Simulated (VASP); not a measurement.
# AlN (P6_3/mmc) in VASP: notebook

One crystal, AlN, is run at these levels: PBEsol; tasks: single point.

Program: VASP 6.6.1. These are calculated values, not measurements. Logs are shortened: lines on timing, memory, paths and dates and some standing lists are left out, and cuts for length are marked.

### Step 1. The crystal as given

Symmetry: P6_3/mmc, No. 194, hexagonal system. Conventional cell: a = 3.312 Å, b = 3.312 Å, c = 4.188 Å, α = 90.00°, β = 90.00°, γ = 120.00°. Around Al (site symmetry -6m2) lie 5 N at 1.91 to 2.09 Å. Around N (site symmetry -6m2) lie 5 Al at 1.91 to 2.09 Å.

Measurements of this composition are mostly on another form, of space group No. 186.

### Step 2. Single point, PBEsol

Contents of INCAR:

```
PREC     = Accurate       # precision mode
ENCUT    = 350            # plane-wave cutoff, eV
EDIFF    = 1E-6           # SCF threshold, eV
ISMEAR   = 0              # smearing method
SIGMA    = 0.05           # smearing width, eV
LREAL    = False          # projectors in reciprocal space
LASPH    = True           # aspherical terms in the spheres
NELM     = 100            # most SCF steps
ALGO     = Normal         # electronic algorithm
ISIF     = 2              # what is computed and relaxed
LWAVE    = False          # write WAVECAR
LCHARG   = False          # write CHGCAR
GGA      = PS             # functional
ADDGRID  = False
```

Contents of KPOINTS:

```
regular mesh
0
Gamma
  2 2 2
```

Contents of POSCAR:

```
AlN
1.0
    3.3121157418      0.0000000000      0.0000000000
   -1.6560578709      2.8683763727      0.0000000000
    0.0000000000      0.0000000000      4.1875630000
Al N
2 2
Direct
    0.6237580000      0.3299140000      0.2556100000
    0.3117670000      0.6288490000      0.7350250000
    0.6903480000      0.3199170000      0.7468030000
    0.3351220000      0.6696830000      0.2481240000
```

Potentials or basis: VASP PAW PBE potentials, release 64 (Al, N).

Command:

```bash
cat potpaw_PBE.64/Al/POTCAR potpaw_PBE.64/N/POTCAR > POTCAR
mpirun -np 1 vasp_std > vasp.out
```

OUTCAR:

```text
PREC = Accurate
   ENCUT = 350
   EDIFF = 1E-6
   ISMEAR = 0
   LREAL = False
   LASPH = True
   NELM = 100
   ISIF = 2
   GGA = PS

 Found      8 irreducible k-points:

 Following reciprocal coordinates:
            Coordinates               Weight
  0.000000  0.000000  0.000000      1.000000
  0.500000  0.000000  0.000000      1.000000
  0.000000  0.500000  0.000000      1.000000
  0.500000  0.500000  0.000000      1.000000
  0.000000  0.000000  0.500000      1.000000
  0.500000  0.000000  0.500000      1.000000
   k-points           NKPTS =      8   k-points in BZ     NKDIM =      8   number of bands    NBANDS=     12
   number of dos      NEDOS =    301   number of ions     NIONS =      4
   total plane-waves  NPLWV =  11200
   dimension x,y,z NGX =    20 NGY =   20 NGZ =   28
   dimension x,y,z NGXF=    40 NGYF=   40 NGZF=   56
   ions per type =               2   2
   NGX,Y,Z   is equivalent  to a cutoff of  10.04, 10.04, 11.12 a.u.
   NGXF,Y,Z  is equivalent  to a cutoff of  20.08, 20.08, 22.23 a.u.
 SYSTEM =  unknown system
   PREC   = accura    normal or accurate (medium, high low for compatibility)
   ISTART =      0    job   : 0-new  1-cont  2-samecut
   ICHARG =      2    charge: 1-file 2-atom 10-const
   ISPIN  =      1    spin polarized calculation?
   LNONCOLLINEAR =      F non collinear calculations
   LSORBIT =      F    spin-orbit coupling
   LASPH  =      T    aspherical Exc in radial PAW
   ENCUT  =  350.0 eV  25.72 Ry    5.07 a.u.   5.05  5.05  6.39*2*pi/ulx,y,z
   NELM   =    100;   NELMIN=  2; NELMDL= -5     # of ELM steps
   EDIFF  = 0.1E-05   stopping-criterion for ELM
   LREAL  =      F    real-space projection
   EDIFFG = 0.1E-04   stopping-criterion for IOM
   NSW    =      0    number of steps for IOM
   IBRION =     -1    ionic relax: 0-MD 1-quasi-New 2-CG
   NFREE  =      0    steps in history (QN), initial steepest desc. (CG)
   ISIF   =      2    stress and relaxation
   ISYM   =      2    0-nonsym 1-usesym 2-fastsym
   POTIM  = 0.5000    time-step for ionic-motion
   TEBEG  =    0.0;   TEEND  =   0.0 temperature during run
   PSTRESS=    0.0 pullay stress
   NELECT =      16.0000    total number of electrons
   NUPDOWN=      -1.0000    fix difference up-down
   EMIN   =  10.00;   EMAX   =-10.00  energy-range for DOS
   EFERMI =   0.00;   METHOD = LEGACY
   ISMEAR =     0;   SIGMA  =   0.05  broadening in eV -4-tet -1-fermi 0-gaus
   EFERMI_NEDOS =   21; number of points for ismear=-14 and -15
   IALGO  =     38    algorithm
   IMIX   =      4    mixing-type and parameters
     AMIX     =   0.40;   BMIX     =  1.00
     AMIX_MAG =   1.60;   BMIX_MAG =  1.00
  volume/ion in A,a.u.               =       9.95        67.12
  Fermi-wavevector in a.u.,A,eV,Ry     =   1.208409  2.283561 19.867927  1.460251
  Thomas-Fermi vector in A             =   2.344017
   LORBIT       =      0    0 simple, 1 ext, 2 COOP (PROOUT), +10 PAW based schemes
   GGA     = PS    functional components
   LHFCALC =     F    Hartree Fock is set to
   AEXX    =    0.0000 exact exchange contribution
   IVDW    =     0    specifies the selected vdW correction
   LEPSILON=     F    determine dielectric tensor
   LRPA    =     F    only Hartree local field effects (RPA)
 non-spin polarized calculation
 Gauss-broadening in eV      SIGMA  =   0.05
  energy-cutoff  :      350.00
  volume of cell :       39.78
 maximum number of plane-waves:       612
   NGX = 11   NGY = 11   NGZ = 13

 number of electron      16.0000003 magnetization

 Free energy of the ion-electron system (eV)
  ---------------------------------------------------
  ext. energy  EPLUGINS =         0.00000000
  ---------------------------------------------------
  free energy    TOTEN  =       -29.98823530 eV

  energy without entropy =      -29.98823530  energy(sigma->0) =      -29.98823530

 E-fermi :   8.1794     XC(G=0): -11.3363

 val. band max:        7.9307177261   @ k =   0.0000   0.0000   0.0000
 cond. band min:      10.9648343417   @ k =   0.0000   0.0000   0.0000
 fundamental gap:      3.0341166156
 Fermi energy:         8.1794271902

 k-point     1 :       0.0000    0.0000    0.0000
  band No.  band energies     occupation
      1      -8.8869      2.00000
      2      -5.2199      2.00000
      3       0.9787      2.00000
      4       4.6010      2.00000
      5       4.6475      2.00000
      6       6.1525      2.00000
      7       6.5790      2.00000
      8       7.9307      2.00000
      9      10.9648      0.00000
     10      12.1601      0.00000
     11      15.5784      0.00000
     12      16.5026      0.00000

 k-point     2 :       0.5000    0.0000    0.0000
  band No.  band energies     occupation
      1      -6.9570      2.00000
      2      -5.9384      2.00000
      3       1.5281      2.00000
      4       3.2175      2.00000
      5       3.3397      2.00000
      6       3.5621      2.00000
      7       4.8719      2.00000
      8       6.4541      2.00000
      9      11.5705      0.00000
     10      14.8436      0.00000
     11      15.1779      0.00000
     12      16.7763      0.00000

 k-point     3 :       0.0000    0.5000    0.0000
  band No.  band energies     occupation
      1      -7.0014      2.00000
      2      -5.8769      2.00000
      3       1.4308      2.00000
      4       3.1537      2.00000
      5       3.4021      2.00000
      6       3.6344      2.00000
      7       4.9784      2.00000
      8       6.3857      2.00000
      9      11.5335      0.00000
     10      14.7126      0.00000
     11      14.9167      0.00000
     12      16.9807      0.00000

 k-point     4 :       0.5000    0.5000    0.0000
  band No.  band energies     occupation
      1      -7.0717      2.00000
      2      -5.7350      2.00000
      3       1.1072      2.00000
      4       3.0702      2.00000
      5       3.4996      2.00000
      6       3.6560      2.00000
      7       5.1396      2.00000
      8       6.6137      2.00000
      9      11.6864      0.00000
     10      14.3094      0.00000
     11      14.8270      0.00000
     12      16.8712      0.00000

 k-point     5 :       0.0000    0.0000    0.5000
  band No.  band energies     occupation
      1      -7.5680      2.00000
      2      -7.3311      2.00000
      3       4.0262      2.00000
      4       4.1766      2.00000
      5       5.1303      2.00000
      6       5.2165      2.00000
      7       5.7317      2.00000
      8       5.8018      2.00000
      9      13.2018      0.00000
     10      13.5325      0.00000
     11      15.8010      0.00000
     12      15.9002      0.00000

 k-point     6 :       0.5000    0.0000    0.5000
  band No.  band energies     occupation
      1      -6.3354      2.00000
      2      -6.2126      2.00000
      3       0.4165      2.00000
      4       0.7376      2.00000
      5       4.3728      2.00000
      6       4.9110      2.00000
      7       6.2305      2.00000
      8       6.3502      2.00000
      9      12.5382      0.00000
     10      12.8006      0.00000
     11      16.9607      0.00000
     12      17.1901      0.00000

 [... further k-points ...]

------------------------ aborting loop because EDIFF is reached ----------------------------------------

  FORCE on cell =-STRESS in cart. coord.  units (eV):
  Direction    XX          YY          ZZ          XY          YZ          ZX
  --------------------------------------------------------------------------------------
  -------------------------------------------------------------------------------------
  Total       -0.5668316     -2.0622432     -5.4804005      0.2211456      0.0806678     -0.2417626
  in kB      -22.8276728    -83.0514961   -220.7089185      8.9060670      3.2486851     -9.7363607
  external PRESSURE =    -108.8626958 kB  Pullay stress =       0.0000000 kB

 VOLUME and BASIS-vectors are now :
 -----------------------------------------------------------------------------
  energy-cutoff  :      350.00
  volume of cell :       39.78
      direct lattice vectors                 reciprocal lattice vectors
     3.312115742  0.000000000  0.000000000     0.301921816  0.174314642  0.000000000
    -1.656057871  2.868376373  0.000000000     0.000000000  0.348629284  0.000000000
     0.000000000  0.000000000  4.187563000     0.000000000  0.000000000  0.238802377

 POSITION                                       TOTAL-FORCE (eV/Angst)
 -----------------------------------------------------------------------------------
      1.51960      0.94632      1.07038         2.499463     -0.414716     -0.629969
     -0.00880      1.80378      3.07796         1.621511      1.570061      0.666185
      1.75671      0.91764      3.12728        -2.642656     -0.988175     -0.092900
      0.00093      1.92090      1.03903        -1.478318     -0.167169      0.056684
 -----------------------------------------------------------------------------------
    total drift:                               -0.000484     -0.000358      0.000399

  FREE ENERGIE OF THE ION-ELECTRON SYSTEM (eV)
  ---------------------------------------------------
  free  energy   TOTEN  =       -29.9882352950 eV

  energy  without entropy=      -29.9882352950  energy(sigma->0) =      -29.98823530
```

Run time: 2.2 s. Hardware: 1 thread of Intel Xeon 6975P-C (Granite Rapids), shared host; peak memory 0.12 GiB.

The run converged, but a check on its numbers failed (symmetry, net force, bounds or a known fault of this set-up), so they aren't taken as properties of the crystal.

Caveat: the k mesh is coarse (spacing up to 1.10 Å⁻¹), so the values aren't converged; the cutoff lies under the usual one of these potentials, so the numbers hold a large basis-set error; the PAW data sets were made with another functional, which shifts forces and pressure a little.

### Step 3. Single point, PBEsol

Changes to INCAR since step 2:

```diff
@@ -1,3 +1,3 @@
 PREC     = Accurate       # precision mode
-ENCUT    = 350            # plane-wave cutoff, eV
+ENCUT    = 450            # plane-wave cutoff, eV
 EDIFF    = 1E-6           # SCF threshold, eV
```

KPOINTS is that of step 2.

Contents of POSCAR:

```
AlN
1.0
    3.3121157418      0.0000000000      0.0000000000
   -1.6560578709      2.8683763727      0.0000000000
    0.0000000000      0.0000000000      4.1875630000
Al N
2 2
Direct
    0.6666666667      0.3333333333      0.2500000000
    0.3333333333      0.6666666667      0.7500000000
    0.6666666667      0.3333333333      0.7500000000
    0.3333333333      0.6666666667      0.2500000000
```

Potentials or basis: VASP PAW PBE potentials, release 64 (Al, N).

Command:

```bash
cat potpaw_PBE.64/Al/POTCAR potpaw_PBE.64/N/POTCAR > POTCAR
mpirun -np 1 vasp_std > vasp.out
```

Run time: 1.9 s. Hardware: 1 thread of Intel Xeon 6975P-C (Granite Rapids), shared host; peak memory 0.13 GiB.

The run converged, but some of its settings lie outside the range that counts as converged, so its numbers aren't taken as properties of the crystal.

Results:

| Quantity | Value |
| --- | --- |
| Free energy | -30.4184 eV |
| Band gap on the k mesh | 3.17 eV, direct |

Caveat: the k mesh is coarse (spacing up to 1.10 Å⁻¹), so the values aren't converged; the cutoff is under 1.25 times the usual one of these potentials, so pressure, stress and relaxed cells hold a basis-set (Pulay) error; the PAW data sets were made with another functional, which shifts forces and pressure a little.

(Part 1 of 2 ends here.)
